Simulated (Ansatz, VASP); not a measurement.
# Two plane-wave programs on SiC

```
Si C
1.0
     2.90636    0.00000    0.00000
    -1.45318    2.51698    0.00000
     0.00000    0.00000    2.49645
Si C
1 1
Direct
  0.66667 0.33333 0.50000
  0.33333 0.66667 0.00000
```

Alike in both runs: functional PBE; k mesh 6 × 6 × 4; occupations gaussian, width 0.1 eV; no spin polarisation.

Ansatz relaxed the structure, and its values are those at the end. VASP's run is a single point on that final structure, the one shown.

```csv
,VASP,Ansatz
version,VASP 6.6.1,Ansatz 0.2.0
potentials or method,"VASP PAW PBE potentials, release 64 (Si, C)","scalar-relativistic, plane waves, PAW"
plane-wave cutoff (eV),520,420
valence electrons in the cell,8,8
```

Ansatz gave:

| Property | Result |
| --- | --- |
| gap on the k mesh at the Fermi level (eV) | none |
| pressure (GPa) | -0.1 |

Q: What did VASP give for the same quantities?

A: gap on the k mesh at the Fermi level (eV): none; pressure (GPa): 0.0.

A gap of «none» marks a metal or a gap that the smearing closes. The functional is the same, so the differences come from potentials, cutoffs and numerics.

Caveats: the k mesh is coarse (spacing up to 0.63 Å⁻¹), so the values aren't converged.
